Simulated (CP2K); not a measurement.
Crystal: CdO2.

```
Cd O
1.0
     3.47623    0.00000    0.00000
    -1.73811    3.01050    0.00000
     0.00000    0.00000    4.14808
Cd O
1 2
Direct
  0.00000 0.00000 0.00000
  0.33333 0.66667 0.24422
  0.66667 0.33333 0.75578
```

The cell comes from a database or a generator and needn't be the stable form of this composition.

Base run:

```yaml
Program: CP2K 2026.2
Functional: TASK
Potentials_or_basis: POTENTIAL_UZH Cd GTH-SCAN-q12, O GTH-SCAN-q6; TZVP-MOLOPT-SCAN-GTH basis
Density_cutoff: 11565 eV
k_mesh: 9 × 9 × 7
Occupations: fermi-dirac, width 0.1 eV
Spin: no spin polarisation
```

Its results: band gap on the k mesh none (metal or under the smearing width); pressure -3.9 GPa; largest force 0.456 eV/Å.

The run is repeated on the same cell with these changes: functional from TASK to SCAN; ngrids from 4 to 5. What comes out?

Band gap on the k mesh none (metal or under the smearing width); pressure -8.0 GPa; largest force 0.130 eV/Å.

Caveats: the basis of atomic orbitals isn't converged, which shifts pressures, moduli and gaps; the potentials were made for another functional, which shifts forces and pressure (some runs).

Not every run made on this cell is shown here.
